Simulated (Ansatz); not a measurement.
The system is Sr.

```
CELL_PARAMETERS angstrom
-0.07977 3.01269 3.03731
3.06049 -0.05830 3.01584
3.02151 2.95225 -0.01933
ATOMIC_POSITIONS crystal
Sr 0.99948 0.99904 0.00210
```

The cell isn't the ideal one: cell strained at random at fixed volume.

- Program: Ansatz 0.2.0
- Task: relaxation of cell and atoms
- Functional: PBE
- Dispersion: D3(BJ)
- Potentials or basis: all-electron LAPW, scalar-relativistic
- Basis error allowed: 0.002 eV/atom
- k mesh: 6 × 6 × 6
- Occupations: cold, width 0.025 eV
- Spin: non-collinear spin, random start
- Starting moments: [[-0.248, -0.13, 0.133]] μB

At the start: volume 56.32 Å³/atom.

Question: How do energy, volume and symmetry change on relaxing?

Answer: Over 13 steps the energy falls by 22.2 meV/atom and the volume is 51.99 Å³/atom (-7.7 %); space group I4/mmm (No. 139, to 0.05 Å); moment 0.00 μB per cell.

Step by step:
```csv
step,energy change (eV),largest force (eV/Å),volume (Å³)
1,0.0000,0.0000,56.32
2,-0.0052,0.0000,55.24
3,-0.0138,0.0000,52.13
4,-0.0139,0.0000,52.18
5,-0.0142,0.0000,52.21
6,-0.0147,0.0000,52.59
7,-0.0176,0.0000,52.29
8,-0.0188,0.0000,52.16
9,-0.0195,0.0000,51.77
10,-0.0214,0.0000,51.51
11,-0.0217,0.0000,51.88
12,-0.0218,0.0000,51.99
13,-0.0222,0.0000,51.99
```

Final structure:
```cif
data_structure
_symmetry_space_group_name_H-M 'P 1'
_symmetry_Int_Tables_number 1
_cell_length_a 4.4696
_cell_length_b 4.0609
_cell_length_c 4.1061
_cell_angle_alpha 66.297
_cell_angle_beta 56.948
_cell_angle_gamma 57.377
_cell_volume 51.99
loop_
_atom_site_label
_atom_site_type_symbol
_atom_site_fract_x
_atom_site_fract_y
_atom_site_fract_z
_atom_site_occupancy
Sr1 Sr 0.99948 0.99904 0.00210 1
```

Caveat: the program listed the state as in doubt; the starting moments weren't kept.
